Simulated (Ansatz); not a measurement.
Crystal: Br.

```
Br
1.0
     3.36325   -2.32255    0.00000
     3.36325    2.32255    0.00000
     0.00000    0.00000    8.70230
Br
4
Direct
  0.36510 0.63490 0.39010
  0.13490 0.86510 0.89010
  0.63490 0.36510 0.60990
  0.86510 0.13490 0.10990
```

Base run:

* Program: Ansatz 0.2.0
* Functional: r2SCANh
* Potentials or basis: Ansatz PAW
* Cutoff: 500 eV (not typed: the program's choice for these potentials)
* k mesh: 4 × 4 × 2
* Occupations: fermi-dirac, width 0.05 eV
* Spin: no spin polarisation

Its results: band gap on the k mesh 2.90 eV, indirect (least direct gap 3.00 eV); pressure 0.4 GPa; largest force 0.348 eV/Å.

The run is repeated on the same cell with these changes: functional from r2SCANh to r2SCAN0. What comes out?

Band gap on the k mesh 4.02 eV, indirect (least direct gap 4.16 eV); pressure 0.1 GPa; largest force 0.031 eV/Å.

Caveats: the PAW data sets come from PBE, with cores solved anew for the run's functional, which leaves a small shift of forces and pressure; the thresholds are loose for stress.
